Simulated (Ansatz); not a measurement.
# BaTe, space group Fm-3m: a phonon calculation by finite displacements

Computed with Ansatz's Python interface.

Run as a notebook:

In [1]:
```python
from pathlib import Path

import ansatz as az
from ase import Atoms
import numpy as np
```

In [2]:
```python
XC = "PBE"
EXTRA_BANDS = 2
MESH = (4, 4, 4)

atoms = Atoms(
    ["Ba", "Te"],
    scaled_positions=[
        [0.0, 0.0, 0.0],
        [0.5, 0.5, 0.5],
    ],
    cell=[
        [0.0, 3.41, 3.41],
        [3.41, 0.0, 3.41],
        [3.41, 3.41, 0.0],
    ],
    pbc=True,
)
bate = az.Crystal.from_ase(atoms)
```

In [3]:
```python
# the k mesh has to be a multiple of the supercell
model = (
    bate.calculation()
    .functional(XC)
    .occupations(az.OccupationsMethod.FIXED)
    .basis(39 * az.Ry)
    .scf(extra_bands=EXTRA_BANDS)
    .kpoints(*MESH)
    .phonons("fd", supercell=2, temperatures=(0, 1000, 100))
)
result = model.run(threads=1, backend="cpu", runs_dir="out")
folder = Path(result.output_folder) / "results"
ph = result.phonons

print("modes at Gamma (1/cm):", np.round(ph.gamma_omega_inv_cm, 1) + 0.0)
print(f"{ph.n_members} displaced supercells, sum-rule residual {ph.asr_residual_pre_ev_ang2:.1e} eV/A^2")
sums = ph.harmonic_sums
print(f"zero-point energy {1000 * sums.zero_point_energy_ev:.2f} meV per cell")
t, f_vib = np.asarray(sums.temperatures_k), np.asarray(sums.vibrational_free_energy_ev)
for temperature, value in zip(t, f_vib):
    print(f"T = {temperature:6.0f} K   F_vib = {1000 * value:9.2f} meV per cell")
```
```text
modes at Gamma (1/cm): [  0.    0.    0.  106.4 106.4 106.4]
2 displaced supercells, sum-rule residual 9.6e-05 eV/A^2
zero-point energy 32.54 meV per cell
T =      0 K   F_vib =     32.54 meV per cell
T =    100 K   F_vib =     12.70 meV per cell
T =    200 K   F_vib =    -51.74 meV per cell
T =    300 K   F_vib =   -142.03 meV per cell
T =    400 K   F_vib =   -249.58 meV per cell
T =    500 K   F_vib =   -370.08 meV per cell
T =    600 K   F_vib =   -500.92 meV per cell
T =    700 K   F_vib =   -640.38 meV per cell
T =    800 K   F_vib =   -787.24 meV per cell
T =    900 K   F_vib =   -940.55 meV per cell
T =   1000 K   F_vib =  -1099.62 meV per cell
```

The settings weren't tested for convergence. The cell isn't relaxed first, so the values belong to this volume. Energy and stress may still move on a finer k-point mesh. A negative frequency stands for an imaginary mode. No non-analytic term is added, so at the zone centre the longitudinal optical modes of a polar crystal aren't split off. The starting cell is as deposited in a crystallographic database; the results hold for this polymorph, which needn't be the stable one. The structure is taken as given and the supercell is small; imaginary modes can come from an unrelaxed or unstable start. Timing: 50 s on 1 thread of Arm Neoverse V2, with other jobs on the host, peak memory 1.5 GiB.
